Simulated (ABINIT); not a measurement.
The system is SnO2 (Cassiterite).

```
Sn O
1.0
     4.73800    0.00000    0.00000
     0.00000    4.73800    0.00000
     0.00000    0.00000    3.18650
Sn O
2 4
Direct
  0.50000 0.50000 0.50000
  0.00000 0.00000 0.00000
  0.80710 0.19290 0.50000
  0.69290 0.69290 0.00000
  0.19290 0.80710 0.50000
  0.30710 0.30710 0.00000
```

* Program: ABINIT 10.8.3 (patched build)
* Task: relaxation of cell and atoms
* Functional: PBE
* Potentials or basis: JTH PAW PBE v2.0
* Cutoff: 626 eV
* k mesh: 3 × 3 × 4
* Occupations: fermi-dirac, width 0.05 eV
* Spin: no spin polarisation

At the start: pressure 10.2 GPa; volume 11.92 Å³/atom.

How do energy, volume and symmetry change on relaxing?

Over 7 steps the energy falls by 18.6 meV/atom and the volume is 12.53 Å³/atom (+5.1 %); space group P4_2/mnm (No. 136, to 0.05 Å).

The path:
```tsv
step	energy change (eV)	largest force (eV/Å)	pressure (GPa)	volume (Å³)
1	0.0000	0.2601	10.20	71.53
2	-0.0971	0.0722	3.37	73.79
3	-0.1106	0.0060	0.29	74.97
4	-0.1109	0.0094	0.01	75.09
5	-0.1113	0.0067	-0.15	75.20
6	-0.1114	0.0010	-0.10	75.20
7	-0.1114	0.0016	-0.02	75.17
```

Final structure:
```cif
data_structure
_symmetry_space_group_name_H-M 'P 1'
_symmetry_Int_Tables_number 1
_cell_length_a 4.8204
_cell_length_b 4.8204
_cell_length_c 3.2351
_cell_angle_alpha 90.000
_cell_angle_beta 90.000
_cell_angle_gamma 90.000
_cell_volume 75.17
loop_
_atom_site_label
_atom_site_type_symbol
_atom_site_fract_x
_atom_site_fract_y
_atom_site_fract_z
_atom_site_occupancy
Sn1 Sn 0.50000 0.50000 0.50000 1
Sn2 Sn 0.00000 0.00000 0.00000 1
O1 O 0.80659 0.19341 0.50000 1
O2 O 0.69341 0.69341 0.00000 1
O3 O 0.19341 0.80659 0.50000 1
O4 O 0.30659 0.30659 0.00000 1
```

Caveat: the k mesh is coarse (spacing up to 0.49 Å⁻¹), so the values aren't converged; the atomic spheres overlap.
